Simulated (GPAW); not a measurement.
A run of GPAW 26.7.0:

The input run.py:

```python
import numpy as np
from ase.dft.bandgap import bandgap
from ase.io import write
from ase.spacegroup import crystal
from gpaw import GPAW, PW
from gpaw.response.bse import BSE

# Ga 4a
# P 4c
atoms = crystal(['Ga', 'P'],
                basis=[[0.0, 0.0, 0.0],
                       [0.25, 0.25, 0.25]],
                spacegroup=216, setting=1,  # F-43m
                cellpar=[5.4505, 5.4505, 5.4505, 90.0, 90.0, 90.0],
                primitive_cell=True)

calc = GPAW(mode=PW(400),
            xc='LDA',
            kpts={'size': (7, 7, 7), 'gamma': True},
            occupations={'name': 'fermi-dirac', 'width': 0.001},
            nbands=11,
            convergence={'density': 1e-06},
            maxiter=150,
            txt='gpaw.txt')
atoms.calc = calc
energy = atoms.get_potential_energy()
calc.write('gs.gpw')
write('result.traj', atoms)
print(f'Energy: {energy:.6f} eV')
print('Fermi level:', round(calc.get_fermi_level(), 4), 'eV')
print(f'Gap: {bandgap(calc)[0]:.4f} eV, direct: {bandgap(calc, direct=True)[0]:.4f} eV')

dense = calc.fixed_density(kpts={'size': (4, 4, 4), 'gamma': True},
                           nbands=50, convergence={'bands': 44},
                           update_fermi_level=True, txt='dense.txt')
dense.write('dense.gpw', mode='all')
gap = bandgap(dense, direct=True)[0]
print(f'Direct gap on the dense mesh: {gap:.4f} eV')

bse = BSE('dense.gpw',
          ecut=50,
          valence_bands=range(0, 8),
          conduction_bands=range(8, 12),
          nbands=44,
          mode='BSE',
          integrate_gamma='WS',
          direction=2,
          txt='bse.txt',
          eshift=1.24,
          add_soc=True)
bse.get_dielectric_function(w_w=np.linspace(0, 12, 241), eta=0.1, filename='bse.csv', write_eig='eig.dat')
_, energies, weights = np.loadtxt('eig.dat', unpack=True)
bright = energies[weights > 1e-3 * weights.max()]
print(f'Lowest exciton {energies.min():.4f} eV, lowest bright one {bright.min():.4f} eV')
```

Potentials or basis: the program's PAW data sets (release 1.2.1) made for this functional, pw.

Run with:

```sh
$ OMP_NUM_THREADS=1 python run.py
```

Hardware: 1 thread of Intel(R) Xeon(R) 6975P-C (Granite Rapids), on a shared host.

Question: How long does it take, and how much memory?

Answer: Wall time 86 s on 1 thread of Intel(R) Xeon(R) 6975P-C (Granite Rapids) (shared host), peak memory 0.47 GiB. Counts: scf iterations 23, plane waves 748, bands 11, k points 20.
